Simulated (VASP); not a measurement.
Set up this calculation in VASP 6.6.1, as the native input.

| Quantity | Value |
| --- | --- |
| Task | relaxation of cell and atoms |
| Functional | PBEsol |
| Potentials or basis | VASP PAW PBE potentials, release 64 (Ge_d) |
| Cutoff | 600 eV |
| k mesh | 10 × 10 × 10 |
| Occupations | gaussian, width 0.03 eV |
| Spin | no spin polarisation |
| Further INCAR settings | ALGO = Normal; EDIFF = 1e-06; IBRION = 2; EDIFFG = -0.01; NSW = 90; ISIF = 3 |

The structure of Ge lies in POSCAR:

```
Ge
1.0
    0.0000000000      2.8562926600      2.8562926600
    2.8562926600      0.0000000000      2.8562926600
    2.8562926600      2.8562926600      0.0000000000
Ge
2
Direct
    0.7500000000      0.7500000000      0.7500000000
    0.5000000000      0.5000000000      0.5000000000
```

The cell was built by a generator and needn't be a form met in nature.

The input as run:

INCAR

```
SYSTEM = Ge
PREC = Accurate
ENCUT = 600
EDIFF = 1E-6
ISMEAR = 0
SIGMA = 0.03
LREAL = .False.
LASPH = .True.
NELM = 80
ALGO = Normal
ISIF = 3
LWAVE = .False.
LCHARG = .False.
GGA = PS
IBRION = 2
NSW = 90
EDIFFG = -0.01
KPAR = 2
```

KPOINTS

```
regular mesh
0
Gamma
  10 10 10
  0 0 0
```

Potentials or basis: VASP PAW PBE potentials, release 64 (Ge_d).

Command:

```sh
$ cat potpaw_PBE.64/Ge_d/POTCAR > POTCAR
$ mpirun -np 2 vasp_std > vasp.out
```

It gave:

```json
{"Relaxed volume": "22.84 Å³/atom", "Relaxed cell": "a = 4.013 Å, b = 4.013 Å, c = 4.013 Å, α = 60.00°, β = 60.00°, γ = 60.00°", "Space group after relaxing (to 0.05 Å)": "Fd-3m (No. 227)", "Energy gained by relaxing": "1.9 meV/atom", "Ionic steps": "6", "Pressure after relaxing": "-0.1 GPa", "Band gap on the k mesh": "none (metal or under the smearing width)"}
```

Caveat: the PAW data sets were made with another functional, which shifts forces and pressure a little; this crystal is a semiconductor, whose small gap the functional closes, so the metal is an error of the method.

It took 44 s on 2 MPI ranks on Intel(R) Xeon(R) Platinum 8488C (Sapphire Rapids) (shared host), peak memory 0.19 GiB a rank.
